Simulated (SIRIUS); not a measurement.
# PtS2 (P-3m1) in SIRIUS: equation of state

Aim: energy against volume of PtS2 in PBEsol, for its equilibrium volume and stiffness.

Program: SIRIUS 7.12.0. These are calculated values, not measurements. Logs are shortened: lines on timing, memory, paths and dates and some standing lists are left out, and cuts for length are marked. The log counts tension as positive stress, the text compression.

### 1 The crystal as given

It takes space group P-3m1 (No. 164, trigonal). Conventional cell: a = 3.543 Å, b = 3.543 Å, c = 5.039 Å, α = 90.00°, β = 90.00°, γ = 120.00°. Pt (site symmetry -3m) is surrounded by 6 S at 2.34 Å. S (site symmetry 3m) has 3 Pt at 2.34 Å as nearest neighbours.

### 2 Equation of state, PBEsol, 17.17 Å³/atom (volume scaled by 0.94)

sirius.json reads:

```json
{
  "control": {
    "processing_unit": "cpu",
    "std_evp_solver_name": "lapack",
    "gen_evp_solver_name": "lapack",
    "verbosity": 2,
    "print_forces": false,
    "ortho_rf": true,
    "use_second_variation": true,
    "rmt_max": 3.0,
    "num_bands_to_print": 24,
    "save_wf": true
  },
  "parameters": {
    "electronic_structure_method": "full_potential_lapwlo",
    "xc_functionals": ["XC_GGA_X_PBE_SOL", "XC_GGA_C_PBE_SOL"],
    "core_relativity": "dirac",
    "valence_relativity": "iora",
    "num_fv_states": 40,
    "smearing": "fermi_dirac",
    "smearing_width": 0.0018374661,
    "pw_cutoff": 21,
    "gk_cutoff": 4.04,
    "lmax_apw": 11,
    "lmax_rho": 8,
    "lmax_pot": 8,
    "num_mag_dims": 0,
    "auto_rmt": 0,
    "ngridk": [9, 9, 5],
    "shiftk": [0, 0, 0],
    "num_dft_iter": 80,
    "energy_tol": 1e-07,
    "density_tol": 1e-05,
    "use_symmetry": true
  },
  "settings": {"tol_ne": 1e-10},
  "iterative_solver": {"type": "exact"},
  "mixer": {"type": "anderson", "beta": 0.5, "max_history": 8},
  "unit_cell": {
    "lattice_vectors": [[6.5589927701, 0.0, 0.0], [-3.279496385, 5.6802543622, 0.0], [0.0, 0.0, 9.3275719039]],
    "atom_types": ["Pt", "S"],
    "atom_files": {"Pt": "Pt.json", "S": "S.json"},
    "atoms": {"Pt": [[0.0, 0.0, 0.0]], "S": [[0.6666666667, 0.3333333333, 0.773], [0.3333333333, 0.6666666667, 0.227]]}
  }
}
```

Pt.json reads:

```json
{
  "name": "platinum",
  "symbol": "Pt",
  "number": 78,
  "mass": 195.084,
  "rmin": 1e-06,
  "rmt": 2.28,
  "nrmt": 800,
  "rinf": 13.69,
  "core": "1s2s2p3s3p3d4s4p4d",
  "valence": [
    {"basis": [{"enu": 0.09, "dme": 0, "n": 0, "auto": 0}, {"enu": 0.09, "dme": 1, "n": 0, "auto": 0}]},
    {"l": 0, "n": 1, "basis": [{"enu": 0.19, "dme": 0, "n": 0, "auto": 0}]},
    {"l": 1, "n": 2, "basis": [{"enu": 0.19, "dme": 0, "n": 0, "auto": 0}]},
    {"l": 2, "n": 3, "basis": [{"enu": 0.19, "dme": 0, "n": 0, "auto": 0}]},
    {"l": 3, "n": 4, "basis": [{"enu": 0.19, "dme": 0, "n": 0, "auto": 0}]},
    {"l": 4, "n": 5, "basis": [{"enu": 0.19, "dme": 0, "n": 0, "auto": 0}]}
  ],
  "lo": [
    {"l": 0, "basis": [{"enu": 0.19, "dme": 0, "n": 0, "auto": 0}, {"enu": 0.19, "dme": 1, "n": 0, "auto": 0}]},
    {
      "l": 0,
      "basis": [{"enu": -3.3287, "dme": 0, "n": 5, "auto": 1}, {"enu": -3.3287, "dme": 1, "n": 5, "auto": 1}]
    },
    {
      "l": 0,
      "basis": [{"enu": -3.3287, "dme": 1, "n": 5, "auto": 1}, {"enu": 0.19, "dme": 0, "n": 0, "auto": 0}]
    },
    {"l": 0, "basis": [{"enu": 0.19, "dme": 0, "n": 0, "auto": 0}, {"enu": 3.2679, "dme": 0, "n": 0, "auto": 0}]},
    {"l": 1, "basis": [{"enu": 0.19, "dme": 0, "n": 0, "auto": 0}, {"enu": 0.19, "dme": 1, "n": 0, "auto": 0}]},
    {
      "l": 1,
      "basis": [{"enu": -1.6542, "dme": 0, "n": 5, "auto": 1}, {"enu": -1.6542, "dme": 1, "n": 5, "auto": 1}]
    },
    {
      "l": 1,
      "basis": [{"enu": -1.6542, "dme": 1, "n": 5, "auto": 1}, {"enu": 0.19, "dme": 0, "n": 0, "auto": 0}]
    },
    {"l": 1, "basis": [{"enu": 0.19, "dme": 0, "n": 0, "auto": 0}, {"enu": 3.7296, "dme": 0, "n": 0, "auto": 0}]},
    {"l": 2, "basis": [{"enu": 0.19, "dme": 0, "n": 0, "auto": 0}, {"enu": 0.19, "dme": 1, "n": 0, "auto": 0}]},
    {"l": 2, "basis": [{"enu": 0.19, "dme": 1, "n": 0, "auto": 0}, {"enu": 0.19, "dme": 2, "n": 0, "auto": 0}]},
    {"l": 2, "basis": [{"enu": 0.19, "dme": 0, "n": 0, "auto": 0}, {"enu": 3.1909, "dme": 0, "n": 0, "auto": 0}]},
    {"l": 3, "basis": [{"enu": 0.19, "dme": 0, "n": 0, "auto": 0}, {"enu": 0.19, "dme": 1, "n": 0, "auto": 0}]},
    {
      "l": 3,
      "basis": [{"enu": -2.1956, "dme": 0, "n": 4, "auto": 1}, {"enu": -2.1956, "dme": 1, "n": 4, "auto": 1}]
    },
    {
      "l": 3,
      "basis": [{"enu": -2.1956, "dme": 1, "n": 4, "auto": 1}, {"enu": 0.19, "dme": 0, "n": 0, "auto": 0}]
    },
    {"l": 3, "basis": [{"enu": 0.19, "dme": 0, "n": 0, "auto": 0}, {"enu": 4.6529, "dme": 0, "n": 0, "auto": 0}]},
    {"l": 4, "basis": [{"enu": 0.19, "dme": 0, "n": 0, "auto": 0}, {"enu": 0.19, "dme": 1, "n": 0, "auto": 0}]},
    {"l": 4, "basis": [{"enu": 0.19, "dme": 0, "n": 0, "auto": 0}, {"enu": 3.8834, "dme": 0, "n": 0, "auto": 0}]}
  ],
  "free_atom": [... radial grid and density of the free atom, the start of the SCF ...]
}
```

S.json reads:

```json
{
  "name": "sulphur",
  "symbol": "S",
  "number": 16,
  "mass": 32.065,
  "rmin": 1e-06,
  "rmt": 1.98,
  "nrmt": 800,
  "rinf": 13.52,
  "core": "1s",
  "valence": [
    {"basis": [{"enu": 0.09, "dme": 0, "n": 0, "auto": 0}, {"enu": 0.09, "dme": 1, "n": 0, "auto": 0}]},
    {"l": 0, "n": 1, "basis": [{"enu": 0.0534, "dme": 0, "n": 0, "auto": 0}]},
    {"l": 1, "n": 2, "basis": [{"enu": 0.19, "dme": 0, "n": 0, "auto": 0}]},
    {"l": 2, "n": 3, "basis": [{"enu": 0.19, "dme": 0, "n": 0, "auto": 0}]},
    {"l": 3, "n": 4, "basis": [{"enu": 0.19, "dme": 0, "n": 0, "auto": 0}]}
  ],
  "lo": [
    {
      "l": 0,
      "basis": [{"enu": 0.0534, "dme": 0, "n": 0, "auto": 0}, {"enu": 0.0534, "dme": 1, "n": 0, "auto": 0}]
    },
    {
      "l": 0,
      "basis": [{"enu": 0.0534, "dme": 1, "n": 0, "auto": 0}, {"enu": 0.0534, "dme": 2, "n": 0, "auto": 0}]
    },
    {
      "l": 0,
      "basis": [{"enu": -7.2863, "dme": 0, "n": 2, "auto": 1}, {"enu": -7.2863, "dme": 1, "n": 2, "auto": 1}]
    },
    {
      "l": 0,
      "basis": [{"enu": 0.0534, "dme": 0, "n": 0, "auto": 0}, {"enu": 3.1143, "dme": 0, "n": 0, "auto": 0}]
    },
    {"l": 1, "basis": [{"enu": 0.19, "dme": 0, "n": 0, "auto": 0}, {"enu": 0.19, "dme": 1, "n": 0, "auto": 0}]},
    {
      "l": 1,
      "basis": [{"enu": -5.2982, "dme": 0, "n": 2, "auto": 1}, {"enu": -5.2982, "dme": 1, "n": 2, "auto": 1}]
    },
    {
      "l": 1,
      "basis": [{"enu": -5.2982, "dme": 1, "n": 2, "auto": 1}, {"enu": 0.19, "dme": 0, "n": 0, "auto": 0}]
    },
    {"l": 1, "basis": [{"enu": 0.19, "dme": 0, "n": 0, "auto": 0}, {"enu": 4.8834, "dme": 0, "n": 0, "auto": 0}]},
    {"l": 2, "basis": [{"enu": 0.19, "dme": 0, "n": 0, "auto": 0}, {"enu": 0.19, "dme": 1, "n": 0, "auto": 0}]},
    {"l": 2, "basis": [{"enu": 0.19, "dme": 1, "n": 0, "auto": 0}, {"enu": 0.19, "dme": 2, "n": 0, "auto": 0}]},
    {"l": 2, "basis": [{"enu": 0.19, "dme": 0, "n": 0, "auto": 0}, {"enu": 4.1692, "dme": 0, "n": 0, "auto": 0}]},
    {"l": 3, "basis": [{"enu": 0.19, "dme": 0, "n": 0, "auto": 0}, {"enu": 0.19, "dme": 1, "n": 0, "auto": 0}]}
  ],
  "free_atom": [... radial grid and density of the free atom, the start of the SCF ...]
}
```

sirius_start.json reads:

```json
{
  "control": {
    "processing_unit": "cpu",
    "std_evp_solver_name": "lapack",
    "gen_evp_solver_name": "lapack",
    "verbosity": 1,
    "print_forces": false,
    "ortho_rf": true,
    "use_second_variation": true,
    "rmt_max": 3.0,
    "num_bands_to_print": 24,
    "save_wf": false
  },
  "parameters": {
    "electronic_structure_method": "full_potential_lapwlo",
    "xc_functionals": ["XC_LDA_X", "XC_LDA_C_PW"],
    "core_relativity": "dirac",
    "valence_relativity": "iora",
    "num_fv_states": 40,
    "smearing": "fermi_dirac",
    "smearing_width": 0.0055123983,
    "pw_cutoff": 21,
    "gk_cutoff": 3.23,
    "lmax_apw": 11,
    "lmax_rho": 8,
    "lmax_pot": 8,
    "num_mag_dims": 0,
    "auto_rmt": 0,
    "ngridk": [4, 4, 2],
    "shiftk": [0, 0, 0],
    "num_dft_iter": 30,
    "energy_tol": 0.01,
    "density_tol": 0.05,
    "use_symmetry": true
  },
  "settings": {"tol_ne": 1e-10},
  "iterative_solver": {"type": "exact"},
  "mixer": {"type": "anderson", "beta": 0.5, "max_history": 8},
  "unit_cell": {
    "lattice_vectors": [[6.5589927701, 0.0, 0.0], [-3.279496385, 5.6802543622, 0.0], [0.0, 0.0, 9.3275719039]],
    "atom_types": ["Pt", "S"],
    "atom_files": {"Pt": "Pt.json", "S": "S.json"},
    "atoms": {"Pt": [[0.0, 0.0, 0.0]], "S": [[0.6666666667, 0.3333333333, 0.773], [0.3333333333, 0.6666666667, 0.227]]}
  }
}
```

Potentials or basis: all-electron FP-LAPW, apw+lo standard.

Run with:

```console
$ OMP_NUM_THREADS=1 sirius.scf --input=sirius_start.json --output=start.json
$ OMP_NUM_THREADS=1 sirius.scf --input=sirius.json --output=output.json --task=1
```

Log:

```text
[info] SIRIUS version : 7.12.0
[info] number of MPI ranks           : 1
[info] MPI grid                      : 1 1
[info] maximum number of OMP threads : 1
[fft] FFT context for density and potential
[fft] =====================================
[fft]   plane wave cutoff                     : 21
[fft]   grid size                             : 48 48 72   total : 165888
[fft]   grid limits                           : -23 24   -23 24   -35 36
[fft]   number of G-vectors within the cutoff : 54075
[fft]   number of G-shells                    : 2692
[fft] FFT context for coarse grid
[fft] =====================================
[fft]   plane wave cutoff                     : 8.08
[fft]   grid size                             : 20 20 27   total : 10800
[fft]   grid limits                           : -9 10   -9 10   -13 13
[fft]   number of G-vectors within the cutoff : 3113
[fft]   number of G-shells                    : 200
[unit cell] lattice vectors
[unit cell]   a1 :       6.5589927701      0.0000000000      0.0000000000
[unit cell]   a2 :      -3.2794963850      5.6802543622      0.0000000000
[unit cell]   a3 :       0.0000000000      0.0000000000      9.3275719039
[unit cell] reciprocal lattice vectors
[unit cell]   b1 :       0.9579497230      0.5530725304     -0.0000000000
[unit cell]   b2 :       0.0000000000      1.1061450609      0.0000000000
[unit cell]   b3 :       0.0000000000     -0.0000000000      0.6736142452
[unit cell] unit cell volume :       347.51498929 [a.u.^3]
[unit cell] 1/sqrt(omega)    :         0.05364302
[unit cell] MT volume        :       114.67707911 (33.00%)
[unit cell] IT volume        :       232.83791018 (67.00%)
[... 413 lines left out ...]
[diagonalize] ...
[diagonalize] ik:   45   -7.267559   -7.267558   -5.249473   -5.249473   -5.249473   -5.249472   -5.247116   -5.247115   -3.375971   -2.220527   -2.219696   -2.219694   -2.218399   -2.216628   -2.216624   -2.213717   -1.692884   -1.692390   -1.685857   -0.249293   -0.200734    0.016117    0.033499    0.068608
[diagonalize] ik:   46   -7.267558   -7.267558   -5.249473   -5.249473   -5.249472   -5.249472   -5.247115   -5.247115   -3.375965   -2.220524   -2.219695   -2.219693   -2.218402   -2.216627   -2.216624   -2.213715   -1.693078   -1.692578   -1.685816   -0.226733   -0.205285    0.024787    0.025213    0.069819
[diagonalize] ik:   47   -7.267558   -7.267558   -5.249473   -5.249473   -5.249473   -5.249472   -5.247115   -5.247115   -3.375961   -2.220524   -2.219695   -2.219693   -2.218403   -2.216628   -2.216625   -2.213715   -1.693173   -1.692737   -1.685790   -0.211312   -0.205615    0.010206    0.034532    0.067179
[diagonalize] ik:   48   -7.267558   -7.267558   -5.249473   -5.249473   -5.249473   -5.249472   -5.247115   -5.247115   -3.375961   -2.220524   -2.219695   -2.219694   -2.218403   -2.216628   -2.216625   -2.213715   -1.693173   -1.692737   -1.685790   -0.213605   -0.203030    0.009702    0.032968    0.066848
[diagonalize] ik:   49   -7.267558   -7.267558   -5.249474   -5.249473   -5.249473   -5.249473   -5.247115   -5.247115   -3.375959   -2.220527   -2.219695   -2.219695   -2.218405   -2.216628   -2.216628   -2.213717   -1.693001   -1.693001   -1.685781   -0.205700   -0.205700    0.031705    0.031705    0.035581
[generate_core_charge_density] atom class : 0
[generate_core_charge_density]   n,l,k : 1 0 1  energy :       -2876.71767401
[generate_core_charge_density]   n,l,k : 2 0 1  energy :        -504.71256791
[generate_core_charge_density]   n,l,k : 2 1 1  energy :        -483.70411271
[generate_core_charge_density]   n,l,k : 2 1 2  energy :        -420.18743825
[generate_core_charge_density]   n,l,k : 3 0 1  energy :        -118.27288189
[generate_core_charge_density]   n,l,k : 3 1 1  energy :        -108.85214744
[generate_core_charge_density]   n,l,k : 3 1 2  energy :         -94.88981351
[generate_core_charge_density]   n,l,k : 3 2 2  energy :         -79.21585416
[generate_core_charge_density]   n,l,k : 3 2 3  energy :         -76.20582949
[generate_core_charge_density]   n,l,k : 4 0 1  energy :         -25.12612496
[generate_core_charge_density]   n,l,k : 4 1 1  energy :         -21.13213092
[... 29 lines left out ...]
[find] valence_eval_sum               :    -138.01040705
[find] core_eval_sum                  :  -11642.14200756
[find] kinetic energy                 :   21900.25106880
[find] enuc                           :  -24161.20487909
[find] <rho|V^{XC}>                   :    -529.24513612
[find] <rho|E^{XC}>                   :    -402.20870756
[find] <mag|B^{XC}>                   :       0.00000000
[find] <rho|V^{H}>                    :  -33151.15834731
[find] smearing (-TS)                 :      -0.00000015
[find] SCF correction                 :       0.00007677
[find] Total energy                   :  -19238.74161473 (Ha),  -38477.48322946 (Ry)
[find] Free energy (E-TS)             :  -19238.74161488 (Ha),  -38477.48322975 (Ry)
[find] band gap (eV)                  :       1.01123978
[find] Efermi                         :       0.32151121
[find] iteration : 7, RMS (target) : 2.9501e-06 (1.0000e-05) , energy difference (target) : -2.1806e-08 (1.0000e-07)
[find] converged after 8 SCF iterations!
[find] Charges and magnetic moments
[find] --------------------------------------------------------------------------------
[find] atom      charge    core leakage
[find] --------------------------------------------------------------------------------
[find]    0   75.901607    5.787203e-07
[find]    1   13.889844    0.000000e+00
[find]    2   13.889844    0.000000e+00
[find] total core leakage    : 5.78720256e-07
[find] interstitial charge   : 6.318701
[find] total charge          : 109.999996
[find] Energy
[find] --------------------------------------------------------------------------------
[find] valence_eval_sum               :    -138.01040705
[find] core_eval_sum                  :  -11642.14200756
[find] kinetic energy                 :   21900.25106880
[find] enuc                           :  -24161.20487909
[find] <rho|V^{XC}>                   :    -529.24513612
[find] <rho|E^{XC}>                   :    -402.20870756
[find] <mag|B^{XC}>                   :       0.00000000
[find] <rho|V^{H}>                    :  -33151.15834731
[find] smearing (-TS)                 :      -0.00000015
[find] SCF correction                 :       0.00007677
[find] Total energy                   :  -19238.74161473 (Ha),  -38477.48322946 (Ry)
[find] Free energy (E-TS)             :  -19238.74161488 (Ha),  -38477.48322975 (Ry)
[find] band gap (eV)                  :       1.01123978
[find] Efermi                         :       0.32151121
```

Wall time 3.6 min (1 thread of Arm Neoverse V1, shared host); peak memory 0.78 GiB.

What came out:

```yaml
Free_energy: -523512.8290 eV
Band_gap_on_the_k_mesh: 1.01 eV, indirect (least direct gap 1.06 eV)
All_electrons_inside_the_program's_atomic_spheres: Pt 75.90; S 13.89 (radii Pt 2.28, S 1.98 bohr)
```

Caveat: spin-orbit coupling is left out, which moves the levels of the heavy elements; an odd mesh through Γ misses points on the zone boundary, where band edges often lie.

(Part 1 of 4 ends here.)
